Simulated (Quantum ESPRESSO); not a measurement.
**MgB2 under changes of volume**

One of the cells (9.679 Å³/atom); the others are scaled copies at fixed shape and fractional positions:

```
Mg B
1.0
     3.08500    0.00000    0.00000
    -1.54250    2.67169    0.00000
     0.00000    0.00000    3.52300
Mg B
1 2
Direct
  0.00000 0.00000 0.00000
  0.66667 0.33333 0.50000
  0.33333 0.66667 0.50000
```

- Program: Quantum ESPRESSO 7.5
- Functional: LDA
- Potentials or basis: GBRV 1.5 LDA
- Cutoff: 612 eV
- Density cutoff: 4898 eV
- k mesh: 10 × 10 × 8
- Occupations: fermi-dirac, width 0.05 eV
- Spin: no spin polarisation

| volume (Å³/atom) | energy over the lowest point (meV/atom) | pressure (GPa) |
| --- | --- | --- |
| 9.098 | 0.88 | 2.4 |
| 9.292 | 0.00 | -1.1 |
| 9.485 | 3.13 | -4.3 |
| 9.679 | 9.93 | -7.1 |
| 9.873 | ? | ? |
| 10.066 | 33.16 | -12.1 |
| 10.260 | 49.03 | -14.3 |

Task: What does the run at 9.873 Å³/atom give?

Result: Energy over the lowest point 20.03 meV/atom; pressure -9.8 GPa.

Worked out: A Birch-Murnaghan fit of order 3 (a polynomial in V^(-2/3)) to the other rows has its minimum at 9.24 Å³/atom with B0 = V·E''(V) = 164 GPa and B' = 3.7 at fixed shape and positions, which overstates the stiffness. It gives 20.07 meV/atom at 9.873 Å³/atom, against the run's 20.03, and -dE/dV = -9.7 GPa, against -9.8.

Energies are extrapolated to zero smearing.
